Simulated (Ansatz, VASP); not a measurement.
# CuO: VASP beside Ansatz

Contents of INCAR:

```
ALGO = Normal
EDIFF = 1E-6
ENCUT = 520
GGA = PE
ISIF = 2
ISMEAR = 0
ISPIN = 2
LASPH = T
LCHARG = T
LDAU = T
LDAUJ = 0 0
LDAUL = 2 -1
LDAUPRINT = 1
LDAUTYPE = 2
LDAUU = 5 0
LELF = T
LMAXMIX = 4
LORBIT = 11
LREAL = F
LVHAR = T
LWAVE = F
MAGMOM = 0.69 0.69 0.36 0.36
NBANDS = 29
NELM = 150
PREC = Accurate
SIGMA = 0.05
```

File KPOINTS:

```
k-points
0
Gamma
  7 7 4
```

The input POSCAR:

```
CuO
1.0
    2.3418496200     -1.7112997200      0.0000000000
    2.3418496200      1.7112997200      0.0000000000
   -0.8500298600      0.0000000000      5.0578691900
Cu O
2 2
Direct
    0.0000000000      0.5000000000      0.0000000000
    0.5000000000      0.0000000000      0.5000000000
    0.5816000000      0.4184000000      0.2500000000
    0.4184000000      0.5816000000      0.7500000000
```

Input for Ansatz:

```yaml
crystal:
  lattice:
    - [2.34184962, -1.71129972, 0.0]
    - [2.34184962, 1.71129972, 0.0]
    - [-0.85002986, 0.0, 5.05786919]
  atoms:
    - { symbol: Cu, position: [0.0, 0.5, 0.0], spin: 1.0 }
    - { symbol: Cu, position: [0.5, 0.0, 0.5], spin: 1.0 }
    - { symbol: O, position: [0.5816, 0.4184, 0.25] }
    - { symbol: O, position: [0.4184, 0.5816, 0.75] }
basis:
  ecutwfc: 420
  ecutrho_ratio: 4
kpoints:
  mp_grid: { grid: [7, 7, 4] }
hamiltonian:
  xc: pbe
  hubbard:
    sites:
      - { site: 0, l: d, u_eff: 5.0, starting_ns: [{ spin: up, occupation_matrix: s0up }, { spin: down, occupation_matrix: s0down }] }
      - { site: 1, l: d, u_eff: 5.0, starting_ns: [{ spin: up, occupation_matrix: s1up }, { spin: down, occupation_matrix: s1down }] }
    occupation_matrices:
      s0up:
        matrix:
          - [0.97, 0.0, 0.0, 0.0, 0.0]
          - [0.0, 0.97, 0.0, 0.0, 0.0]
          - [0.0, 0.0, 0.97, 0.0, 0.0]
          - [0.0, 0.0, 0.0, 0.97, 0.0]
          - [0.0, 0.0, 0.0, 0.0, 0.97]
      s0down:
        matrix:
          - [0.9699, 0.00743, -0.00528, 0.00245, 0.00108]
          - [0.00743, 0.38859, 0.41264, -0.19182, -0.08476]
          - [-0.00528, 0.41264, 0.67714, 0.13614, 0.06015]
          - [0.00245, -0.19182, 0.13614, 0.90671, -0.02796]
          - [0.00108, -0.08476, 0.06015, -0.02796, 0.95764]
      s1up:
        matrix:
          - [0.97, 0.0, 0.0, 0.0, 0.0]
          - [0.0, 0.97, 0.0, 0.0, 0.0]
          - [0.0, 0.0, 0.97, 0.0, 0.0]
          - [0.0, 0.0, 0.0, 0.97, 0.0]
          - [0.0, 0.0, 0.0, 0.0, 0.97]
      s1down:
        matrix:
          - [0.9699, 0.00743, 0.00528, 0.00245, -0.00108]
          - [0.00743, 0.38859, -0.41264, -0.19182, 0.08476]
          - [0.00528, -0.41264, 0.67714, -0.13614, 0.06015]
          - [0.00245, -0.19182, -0.13614, 0.90671, 0.02796]
          - [-0.00108, 0.08476, 0.06015, 0.02796, 0.95764]
    ns_hold: { iters: 10 }
scf:
  occupations: { method: gaussian, width: 0.05 }
  lower_state_search: "off"
  max_iter: 150
output:
  forces: true
  stress: true
  eigenvalues: true
  populations: true
  hubbard: { sites: [{ site: 0, l: d }, { site: 1, l: d }] }
  write_density: true
  write_potential: true
  elf: true
  volumetric_format: npy
magnetization:
  spin_polarized: true
```

Alike in both runs: task single point; functional PBE; k mesh 7 × 7 × 4; occupations gaussian, width 0.05 eV; collinear spin; Hubbard terms Cu d U = 5.0 eV.

|  | VASP | Ansatz |
| --- | --- | --- |
| version | VASP 6.6.1 | Ansatz 0.2.0 |
| potentials or method | VASP PAW PBE potentials, release 64 (Cu, O) | scalar-relativistic, plane waves, PAW |
| plane-wave cutoff (eV) | 520 | 420 |
| valence electrons in the cell | 34 | 50 |

|  | VASP | Ansatz | Ansatz less VASP |
| --- | --- | --- | --- |
| pressure (GPa) | 4.1 | 8.7 | +4.62 |
| largest component of the traceless stress (GPa) | 0.65 | 0.74 | +0.093 |
| rms of the force components (eV/Å) | 0.013 | 0.013 | +0.0006 |
| net moment per atom (μB) | 0.50 | 0.49 | -0.007 |
| size of the moment on the site where the two differ most (μB) | 0.68 | 0.63 | -0.050 |

Site moments also hang on the region over which each program counts them. The programs project onto different local orbitals, so the same U acts differently. Atom by atom the forces differ by 0.001 eV/Å (rms over components). The two sets of potentials don't hold the same shells in valence. Ansatz warned: «filled_band_counts_differ_across_k_points».

Caveats: an odd mesh through Γ misses points on the zone boundary, where band edges often lie. The state reached can hang on the start; a lower one may exist.
